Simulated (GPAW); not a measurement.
Crystal: Hf.

```
CELL_PARAMETERS angstrom
3.19670 0.00000 0.00000
-1.59835 2.76842 0.00000
0.00000 0.00000 5.05780
ATOMIC_POSITIONS crystal
Hf 0.66667 0.33333 0.75000
Hf 0.33333 0.66667 0.25000
```

```yaml
Program: GPAW 26.7.0
Task: relaxation of cell and atoms
Functional: PBEsol
Dispersion: D3
Potentials_or_basis: PAW data sets generated in the run's folder for this functional
Cutoff: 600 eV
Basis: pw
k_mesh: 8 × 8 × 5
Occupations: fermi-dirac, width 0.05 eV
Spin: no spin polarisation
```

At the start: pressure -6.2 GPa; volume 22.38 Å³/atom.

Question: How do energy, volume and symmetry change on relaxing?

Answer: Over 5 steps the energy falls by 24.6 meV/atom and the volume is 21.14 Å³/atom (-5.5 %); space group P6_3/mmc (No. 194, to 0.05 Å).

Step by step:
| step | energy change (eV) | largest force (eV/Å) | pressure (GPa) | volume (Å³) |
| --- | --- | --- | --- | --- |
| 1 | 0.0000 | 0.0000 | -6.20 | 44.76 |
| 2 | -0.0267 | 0.0000 | -4.33 | 43.94 |
| 3 | -0.0491 | 0.0000 | 0.20 | 42.20 |
| 4 | -0.0492 | 0.0000 | -0.01 | 42.27 |
| 5 | -0.0492 | 0.0000 | -0.04 | 42.28 |

Final structure:
```cif
data_structure
_symmetry_space_group_name_H-M 'P 1'
_symmetry_Int_Tables_number 1
_cell_length_a 3.1362
_cell_length_b 3.1362
_cell_length_c 4.9635
_cell_angle_alpha 90.000
_cell_angle_beta 90.000
_cell_angle_gamma 120.000
_cell_volume 42.28
loop_
_atom_site_label
_atom_site_type_symbol
_atom_site_fract_x
_atom_site_fract_y
_atom_site_fract_z
_atom_site_occupancy
Hf1 Hf 0.66667 0.33333 0.75000 1
Hf2 Hf 0.33333 0.66667 0.25000 1
```

Caveat: later steps reuse the first step's grids; pairwise dispersion overbinds metals, which lowers pressure and volume.
